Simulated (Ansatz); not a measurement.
## InP in Ansatz: convergence with smearing width

The system is InP.

```
CELL_PARAMETERS angstrom
0.00000 2.76883 2.76883
2.76883 0.00000 2.76883
2.76883 2.76883 0.00000
ATOMIC_POSITIONS crystal
In 0.00000 0.00000 0.00000
P 0.50000 0.50000 0.50000
```

Measurements of this composition are mostly on another form, of space group No. 216.

| Quantity | Value |
| --- | --- |
| Program | Ansatz 0.2.0 |
| Task | convergence study |
| Functional | PBEsol |
| Potentials or basis | Ansatz PAW |
| Cutoff | 420 eV (not typed: the program's choice for these potentials) |
| k mesh | 7 × 7 × 7 |
| Occupations | cold, width 0.3 eV |
| Spin | spin-orbit coupling, no magnetisation |

These are the settings of the first run; the series varies smearing width, with any setting tied to it.

Hardware: 2 threads of Arm Neoverse V2 (shared host).

**Question.** The values tried are 0.3 eV, 0.2 eV, 0.15 eV, 0.1 eV, 0.05 eV, 0.025 eV, 0.01 eV, 0.005 eV, loosest first. From which on does the energy stay within 1 meV/atom of the tightest run that finished?

**Answer.** From 0.1 eV on.

```
smearing width  energy less the tightest run, at zero smearing (meV/atom)  SCF cycles  CPU time (s)  peak memory (GiB)
        0.3 eV                                                      -0.33           8           3.5               0.42
        0.2 eV                                                      -1.58           7           3.4               0.41
       0.15 eV                                                      -1.01           7           3.4               0.41
        0.1 eV                                                      -0.46           8           3.6               0.42
       0.05 eV                                                      -0.11           8           3.6               0.41
      0.025 eV                                                      -0.02           7           3.5               0.41
       0.01 eV                                                      -0.02           7           3.5               0.41
      0.005 eV                                                       0.00           8           3.8               0.41
```

Narrower smearing needs a denser k mesh, so at a fixed mesh the narrowest width isn't the most accurate. The tightest run that finished is the yardstick and may itself not be fully converged.
